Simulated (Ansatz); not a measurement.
Cu Kα1 powder pattern (kinematic, no thermal factors).
```csv
2θ (°),relative intensity
28.81,26
32.30,100
36.65,73
41.19,11
46.32,66
47.27,11
49.64,53
53.29,17
56.30,9
59.67,3
60.47,58
66.41,17
67.59,6
72.10,4
77.92,8
78.72,11
79.42,8
84.10,7
85.09,2
86.87,11
89.43,11
```

The pattern is computed from a structure relaxed with DFT PBE, scalar-relativistic, plane waves, PAW (Ansatz 0.2.0). No spin polarisation. Its elements are P.

Q: Give the structure.

A: P.
Space group P4/mbm (No. 127). a = 6.193 Å, b = 6.193 Å, c = 2.450 Å, α = 90.00°, β = 90.00°, γ = 90.00°
```
atom  site  symmetry       x       y       z
   P    2a     4/m.. 0.5000  0.5000  0.0000
   P    4g      m.2m  0.8704  0.6296  0.0000
```

A pattern alone doesn't exclude other cells with like lines; this is the one computed.

Another cell of P relaxed alike, in Fm-3m, lies 13 meV/atom lower, so this cell isn't the stable form at this level.

The cell was found from a structure generator's guess, not taken from experiment.
